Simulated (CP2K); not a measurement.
Runs of CP2K 2026.2 on HfN. It takes space group Fm-3m (No. 225, cubic). Conventional cell: a = 4.512 Å, b = 4.512 Å, c = 4.512 Å, α = 90.00°, β = 90.00°, γ = 90.00°. Hf (site symmetry m-3m) has 6 N at 2.26 Å as nearest neighbours. N (site symmetry m-3m) has 6 Hf at 2.26 Å as nearest neighbours. 

```tsv
level	potentials or basis	smearing	EPS_DEFAULT	NGRIDS	points a segment of the path (NPOINTS)	bands added on the path	CUTOFF of the grids	gap on the mesh (eV)	pressure (GPa)
r2SCAN	POTENTIAL_UZH Hf GTH-SCAN-q12, N GTH-SCAN-q5; TZVP-MOLOPT-SCAN-GTH basis	fermi-dirac 0.05 eV	1.0E-9	4	6	2	675 Ry	none	(a)
PBEsol	POTENTIAL_UZH Hf GTH-PBE-q12, N GTH-PBE-q5; TZVP-MOLOPT-PBE-GTH basis	fermi-dirac 0.05 eV	1.0E-10	5	6	6	450 Ry	none	-4.3
LDA	GTH_POTENTIALS Hf GTH-PADE-q12, N GTH-PADE-q5; TZVP-MOLOPT-PBE-GTH basis	fermi-dirac 0.05 eV	1.0E-10	5	6	4	450 Ry	none	-61.3
TB-mBJ	POTENTIAL_UZH Hf GTH-PBE-q12, N GTH-PBE-q5; TZVP-MOLOPT-PBE-GTH basis	fermi-dirac 0.0259 eV	1.0E-10	4	10	6	675 Ry	none	-
```

Alike in all rows: task band structure; no spin polarisation; cell as given; k mesh 10 × 10 × 10.

Question: Fill in the values left out.

Answer: (a) -4.9.

Caveats: spin-orbit coupling is left out, which moves the levels of the heavy elements; the basis of atomic orbitals isn't converged, which shifts pressures, moduli and gaps; the potentials were made for another functional, which shifts forces and pressure (some runs); a pressure of tens of GPa on the cell as given is suspect, and the run, the potentials or the cell itself is likely at fault (some runs); this is a model potential without an energy functional, so only levels have meaning (some runs).

A k mesh can miss the band edges, and the runs leave out spin-orbit coupling on Hf.

A gap of «none» marks a metal or a gap under the smearing width.
